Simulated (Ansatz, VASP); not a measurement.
One calculation of KF (Carobbiite), two programs

INCAR

```
PREC = Accurate
ENCUT = 520
EDIFF = 1E-6
ISMEAR = -1
SIGMA = 0.02
LREAL = F
LASPH = T
NELM = 80
ALGO = Normal
ISIF = 2
LWAVE = F
LCHARG = F
GGA = PE
NBANDS = 15
```

The input KPOINTS:

```
regular mesh
0
Gamma
  8 8 8
```

POSCAR

```
KF
1.0
    0.0000000000      2.6828872878      2.6828872878
    2.6828872878      0.0000000000      2.6828872878
    2.6828872878      2.6828872878      0.0000000000
K F
1 1
Direct
    0.0000000000      0.0000000000      0.0000000000
    0.5000000000      0.5000000000      0.5000000000
```

Input for Ansatz:

```yaml
crystal:
  lattice:
    - [0.0, 2.6828872878, 2.6828872878]
    - [2.6828872878, 0.0, 2.6828872878]
    - [2.6828872878, 2.6828872878, 0.0]
  atoms:
    - { symbol: K, position: [0.0, 0.0, 0.0] }
    - { symbol: F, position: [0.5, 0.5, 0.5] }
kpoints:
  mp_grid: { grid: [8, 8, 8] }
  band_path:
    path:
      - [0.0, 0.0, 0.0]
      - [0.5, 0.0, 0.5]
      - [0.625, 0.25, 0.625]
      - [0.375, 0.375, 0.75]
      - [0.5, 0.5, 0.5]
      - [0.5, 0.25, 0.75]
    npoints: 1
hamiltonian:
  xc: pbe
scf:
  occupations: { method: fermi_dirac, width: 0.02 }
  n_extra_bands: 4
output:
  forces: true
  stress: true
  eigenvalues: true
```

Change from the starting cell: hydrostatic strain +0.9%.

Alike in both runs: task single point; functional PBE; k mesh 8 × 8 × 8; occupations fermi-dirac, width 0.02 eV; no spin polarisation.

```csv
,VASP,Ansatz
version,VASP 6.6.1,Ansatz 0.2.0
potentials or method,"VASP PAW PBE potentials, release 64 (K_sv, F)","plane waves, PAW"
plane-wave cutoff (eV),520,420
valence electrons in the cell,16,16
```

|  | VASP | Ansatz | Ansatz less VASP |
| --- | --- | --- | --- |
| gap on the k mesh at the Fermi level (eV) | 6.10 | 6.12 | +0.016 |
| pressure (GPa) | 1.0 | 1.0 | -0.03 |

With one functional, cell and mesh, what is left measures potentials, basis and numerics.

A k mesh can miss the band edges.
